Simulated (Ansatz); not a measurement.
## What DFT gives for FeO

```
Fe O
1.0
    -2.15636    4.36384    2.34289
     2.14599    0.04235    2.24783
     2.16307    2.17264    0.02527
Fe O
2 2
Cartesian
  0.0177 0.0089 0.0117
  0.0265 2.2369 2.2828
  2.1680 2.2260 2.2661
  -0.0159 4.3889 2.3172
```

The numbers come from plane-wave PAW DFT (Ansatz): PBEsol, spin-orbit coupling, 420 eV, 4×7×7 (shifted by 0.5, 0.5, 0 steps) k points, fermi-dirac occupations (width 0.0418 eV). Nothing was relaxed.

Magnetic state (reached from a saved solution, and it need not be the lowest): Fe1 along (0.94, 0.34, 0.04), Fe2 along (0.07, 0.97, 0.24).

Metal or insulator?

It is a metal, with about 3.2 states/eV a cell as the mean within 0.25 eV of the Fermi level, mostly Fe d (92 %).

Is it stable against the elements?

-0.80 eV an atom against the elements' usual phases (free molecules for gases, crystals otherwise, with no correction for O₂ or N₂), so it is bound against them; other compounds may still compete. Relaxing would lower it.

Give the Bader charges.

Bader charges in e: Fe +1.31, O -1.31. In the mean Fe gives up most and O takes most.

Where is the largest force?

The largest is on O4: 0.14 eV/Å, components (0.13, -0.04, -0.02). It makes 160° with the line to a nearest neighbour, Fe1 at 2.12 Å, pointing away from it.

How large are the moments?

Fe1 3.57, Fe2 3.56 μB of spin moment in Bader basins; net size 6.48 μB a cell.

What does the stress say?

The pressure is -17.0 GPa (compression positive), so with the atoms held at these fractions the cell would first shrink. The principal stresses -18.7, -16.8, -15.6 GPa differ, so its shape would change too.

Origin: a strained cell with displaced atoms, so it need not be a known compound. Caveats: semilocal functionals often miss the gap of such magnets; the k mesh is coarse if the cell is a metal; atoms or cell far from equilibrium; the SCF threshold is loose for a stress.
